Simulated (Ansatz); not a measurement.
AlN built on the NiAs prototype, relaxed with r2SCAN: 10 runs in Ansatz 0.2.0, each a construction of maximally localised Wannier functions. Space group P6_3/mmc (No. 194), hexagonal; a = 2.833 Å, c = 4.841 Å in the conventional setting, 8.41 Å³ an atom. Al has 6 N at 2.03 Å; N has 6 Al at 2.03 Å. No spin polarisation and no zero-point or thermal motion; the cell was built from a prototype and may be hypothetical.

```yaml
crystal:
  lattice:
    - [2.83285, 0.00000, 0.00000]
    - [-1.41643, 2.45332, 0.00000]
    - [0.00000, 0.00000, 4.84101]
  atoms:
    - { symbol: Al, position: [0.00000, 0.00000, 0.00000] }
    - { symbol: Al, position: [0.00000, 0.00000, 0.50000] }
    - { symbol: N, position: [0.33333, 0.66667, 0.25000] }
    - { symbol: N, position: [0.66667, 0.33333, 0.75000] }
```

Windows count from the top of the filled bands; a dash means that no such window was set (without an outer window there is no disentanglement). Rows marked drawn have settings drawn at random (some not listed).

```csv
functional,SCF mesh,trial orbitals,functions,mesh,window (eV),frozen (eV),settings,Ω total (Å²),Ω invariant (Å²),largest spread (Å²),least projectability,"interpolation miss of the model's filled bands (eV, to the nearest computed level)"
PBE,9×9×4,"N s, N p",8,6×6×4,–,–,chosen,7.40,6.13,1.00,0.88,0.040
PBE,9×9×4,"N s, N p",8,6×6×2,–,–,chosen,7.15,5.88,0.97,0.88,0.189
r2SCAN,9×9×4,"N s, N p",8,6×6×4,–,–,chosen,7.18,5.94,0.97,0.89,0.036
HSE06,6×6×4,"N s, N p",8,6×6×4,–,–,chosen,7.19,5.94,0.97,0.89,–
PBE,9×9×4,"N s, N p",8,6×6×4,-23.7 to +24.4,–,drawn,3.72,2.86,0.47,0.84,3.369
PBE,9×9×4,"N s, N p (plain search)",8,6×6×4,–,–,drawn,8.05,6.13,1.29,0.88,0.035
PBE,9×9×4,"Al s, N p",8,6×6×4,-22.1 to +22.4,–,drawn,6.42,6.39,1.30,0.70,2.845
```

Q: Estimate from these rows what the further settings give.
```tsv
functional	SCF mesh	trial orbitals	functions	mesh	window (eV)	frozen (eV)	settings
PBE	9×9×4	N p	6	6×6×4	–	–	chosen
r2SCAN	9×9×4	N p	6	6×6×4	–	–	chosen
PBE	9×9×4	N s, N p	8	12×12×6	–	–	chosen
```

A:

| functional | SCF mesh | trial orbitals | functions | mesh | window (eV) | frozen (eV) | settings | Ω total (Å²) | Ω invariant (Å²) | largest spread (Å²) | least projectability | interpolation miss of the model's filled bands (eV, to the nearest computed level) |
| --- | --- | --- | --- | --- | --- | --- | --- | --- | --- | --- | --- | --- |
| PBE | 9×9×4 | N p | 6 | 6×6×4 | – | – | chosen | 7.94 | 7.84 | 1.37 | 0.70 | 0.036 |
| r2SCAN | 9×9×4 | N p | 6 | 6×6×4 | – | – | chosen | 7.64 | 7.55 | 1.32 | 0.72 | 0.034 |
| PBE | 9×9×4 | N s, N p | 8 | 12×12×6 | – | – | chosen | 7.71 | 6.45 | 1.03 | 0.88 | 0.003 |

For N s, N p with PBE the spread goes 7.15 Å² (6×6×2), 7.40 Å² (6×6×4), 7.71 Å² (12×12×6): finite differences on a coarse mesh understate it.
